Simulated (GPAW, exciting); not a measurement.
Given: the input of a run of exciting (release sodium) on AlRu. Atoms were shifted at random by some hundredths of an Å from the given cell, which wasn't relaxed again for these runs. 

Contents of input.xml:

```xml
<input>
  <title>AlRu</title>
  <structure speciespath="./" tshift="false">
    <crystal scale="1">
      <basevect>5.653304674430 0.000000000000 0.000000000000</basevect>
      <basevect>0.000000000000 5.653304674430 0.000000000000</basevect>
      <basevect>0.000000000000 0.000000000000 5.653304674430</basevect>
    </crystal>
    <species speciesfile="Ru.xml" rmt="2.3">
      <atom coord="0.497003000000 0.511017000000 0.487802000000"/>
    </species>
    <species speciesfile="Al.xml" rmt="2">
      <atom coord="-0.004324000000 -0.008830000000 0.010019000000"/>
    </species>
  </structure>
  <groundstate do="fromscratch" ngridk="9 9 9" rgkmax="7.8" gmaxvr="14" lmaxapw="10" lmaxmat="10" lmaxvr="8" xctype="GGA_PBE_SOL" stype="Fermi Dirac" swidth="0.00183747" nempty="14" ValenceRelativity="iora*" epsengy="1e-05" epspot="1e-05" maxscl="60" tforce="true" outputlevel="normal"/>
  <properties>
    <chargedensityplot>
      <plot3d>
        <box grid="15 15 15">
          <origin coord="0 0 0"/>
          <point coord="1 0 0"/>
          <point coord="0 1 0"/>
          <point coord="0 0 1"/>
        </box>
      </plot3d>
    </chargedensityplot>
    <elfplot>
      <plot3d>
        <box grid="15 15 15">
          <origin coord="0 0 0"/>
          <point coord="1 0 0"/>
          <point coord="0 1 0"/>
          <point coord="0 0 1"/>
        </box>
      </plot3d>
    </elfplot>
    <exccplot>
      <plot3d>
        <box grid="15 15 15">
          <origin coord="0 0 0"/>
          <point coord="1 0 0"/>
          <point coord="0 1 0"/>
          <point coord="0 0 1"/>
        </box>
      </plot3d>
    </exccplot>
  </properties>
</input>
```

Potentials or basis: all-electron LAPW+lo, shipped species files, valence relativity iora*.

Run with:

```console
$ OMP_NUM_THREADS=1 exciting_smp
```

Task: Set up the same calculation for GPAW 26.7.0 (ASE script). Potentials or basis there: PAW data sets generated for this functional, cutoff 600 eV.

Result: As run (cutoffs and basis follow the program's own potentials, and thresholds, step limits or extra output files can differ):

File run.py:

```python
from ase import Atoms
from ase.dft.bandgap import bandgap
from ase.io import write
from ase.units import GPa
from gpaw import GPAW, PW, setup_paths

setup_paths.insert(0, '.')

atoms = Atoms(['Ru', 'Al'],
              cell=[[2.9916, 0.0, 0.0],
                    [0.0, 2.9916, 0.0],
                    [0.0, 0.0, 2.9916]],
              scaled_positions=[[0.497003, 0.511017, 0.487802],
                                [-0.004324, -0.00883, 0.010019]],
              pbc=True)

calc = GPAW(mode=PW(600),
            xc='PBEsol',
            kpts={'size': (9, 9, 9), 'gamma': True},
            occupations={'name': 'fermi-dirac', 'width': 0.05},
            nbands=20,
            convergence={'density': 1e-05, 'energy': 1e-05},
            maxiter=150,
            txt='gpaw.txt')
atoms.calc = calc
energy = atoms.get_potential_energy()
forces = atoms.get_forces()
stress = atoms.get_stress()
calc.write('gs.gpw')
write('result.traj', atoms)
print(f'Energy: {energy:.6f} eV')
print('Forces (eV/A):')
print(forces.round(4))
print('Stress (GPa):', (stress / GPa).round(3))
print('Fermi level:', round(calc.get_fermi_level(), 4), 'eV')
print(f'Gap: {bandgap(calc)[0]:.4f} eV, direct: {bandgap(calc, direct=True)[0]:.4f} eV')
```

Potentials or basis: PAW data sets generated in the run's folder for this functional, pw.

Run with:

```sh
$ gpaw-setup -f PBEsol Al Ru
$ OMP_NUM_THREADS=1 python run.py
```

Both were run:

|  | exciting | GPAW |
| --- | --- | --- |
| Largest force | 0.692 eV/Å | 0.701 eV/Å |
| Energy over the undisturbed cell | 15.3 meV/atom | 15.6 meV/atom |
